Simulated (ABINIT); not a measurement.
Crystal: TiB2.

```
Ti B
1.0
     3.02920    0.00000    0.00000
    -1.51460    2.62336    0.00000
     0.00000    0.00000    3.22840
Ti B
1 2
Direct
  0.00000 0.00000 0.00000
  0.66667 0.33333 0.50000
  0.33333 0.66667 0.50000
```

Base run:

| Property | Result |
| --- | --- |
| Program | ABINIT 10.8.3 (patched build) |
| Functional | PBEsol |
| Potentials or basis | JTH PAW PBE v2.0 |
| Cutoff | 408 eV |
| k mesh | 10 × 10 × 8 |
| Occupations | fermi-dirac, width 0.05 eV |
| Spin | no spin polarisation |

Its results: band gap on the k mesh none (metal or under the smearing width); pressure -4.4 GPa.

Q: The run is repeated on the same cell with these changes: functional from PBEsol to LDA-PZ; potentials or basis from JTH PAW PBE v2.0 to JTH PAW LDA v2.0. What comes out?

A: Band gap on the k mesh none (metal or under the smearing width); pressure -10.4 GPa.

Caveats: the atomic spheres overlap; the PAW data sets were made with another functional, which shifts forces and pressure a little (some runs).
